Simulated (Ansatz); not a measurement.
# Ti6H: the cost of one run

Computed with Ansatz 0.2.0 (DFT PBE, scalar-relativistic, plane waves, PAW, unless a step's input says otherwise).

5 further runs of the same task are left out: 5 set aside as unsound or not needed.

## Step 1: Starting point

It takes space group Pmm2 (No. 25, orthorhombic). Conventional cell: a = 2.832 Å, b = 4.580 Å, c = 23.551 Å, α = 90.00°, β = 90.00°, γ = 90.00°. Ti (site symmetry mm2) has 7 Ti at 2.64 to 3.00 Å as nearest neighbours. Ti (site symmetry mm2) has 12 Ti at 2.83 to 3.03 Å as nearest neighbours. Around Ti (site symmetry mm2) lie 11 Ti at 2.64 to 3.00 Å. Ti (site symmetry mm2) is surrounded by 5 Ti at 2.56 to 2.83 Å. Ti (site symmetry mm2) is surrounded by 12 Ti at 2.83 to 2.99 Å. Around Ti (site symmetry mm2) lie 1 H at 2.47 Å and 3 Ti at 2.56 to 2.83 Å. H (site symmetry mm2) has 1 Ti at 2.47 Å as nearest neighbours.

Coordinates:

```cif
data_structure
_symmetry_space_group_name_H-M 'P 1'
_symmetry_Int_Tables_number 1
_cell_length_a 2.8322
_cell_length_b 4.5795
_cell_length_c 23.5511
_cell_angle_alpha 90.000
_cell_angle_beta 90.000
_cell_angle_gamma 90.000
_cell_volume 305.46
loop_
_atom_site_label
_atom_site_type_symbol
_atom_site_fract_x
_atom_site_fract_y
_atom_site_fract_z
_atom_site_occupancy
Ti1 Ti 0.50000 0.00000 0.16984 1
Ti2 Ti 0.00000 0.50000 0.22598 1
Ti3 Ti 0.50000 0.00000 0.28211 1
Ti4 Ti 0.50000 0.50000 0.33949 1
Ti5 Ti 0.00000 0.00000 0.39402 1
Ti6 Ti 0.50000 0.50000 0.44801 1
H1 H 0.50000 0.50000 0.55289 1
```

This is the geometry of the first run shown, built on a cell relaxed beforehand with the same method.

## Step 2: Plan of the line

Atoms count from 1 in the order of the input.

H is moved along a line over the surface and along the normal, above a rigid substrate.

First coordinate, position of H7 along the diagonal of the surface cell, from above Ti6: 8 values from 0.00 to 4.71 Å, periodic. Second coordinate, height of H7 above the plane of Ti6: 8 values from 0.07 to 3.67 Å.

Nothing else is relaxed. Points are written as (first, second).

## Step 3: The run at (0.00 Å, 2.47 Å)

A dipole layer in the vacuum cancels the field that periodic copies would set up if the slab's two faces differ.

Contents of input.yaml:

```yaml
crystal:
  lattice:
    - [2.8321726458, 0.0, 0.0]
    - [0.0, 4.5795363026, 0.0]
    - [0.0, 0.0, 23.5510893874]
  atoms:
    - { symbol: Ti, position: [0.5, 0.0, 0.1698435233] }
    - { symbol: Ti, position: [0.0, 0.5, 0.2259767339] }
    - { symbol: Ti, position: [0.5, 0.0, 0.2821099444] }
    - { symbol: Ti, position: [0.5, 0.5, 0.3394934593] }
    - { symbol: Ti, position: [0.0, 0.0, 0.3940191404] }
    - { symbol: Ti, position: [0.5, 0.5, 0.4480085492] }
    - { symbol: H, position: [0.5, 0.5, 0.5528869248] }
basis:
  ecutwfc: 420
kpoints:
  mp_grid: { grid: [9, 6, 1] }
hamiltonian:
  xc: pbe
scf:
  occupations: { method: gaussian, width: 0.1 }
output:
  forces: true
  eigenvalues: true
efield:
  axis: 3
  dipole_correction: true
  ramp_width: 0.04
```

Command:

```
ansatz run input.yaml --threads 1 --pin off --max-ram 3072MiB --backend cpu --events-out ev --progress --plain --runs-dir out
```

What time and memory should one allow on 1 thread of Arm Neoverse V2, shared host?

About 20 s, with a peak of 0.5 GiB.
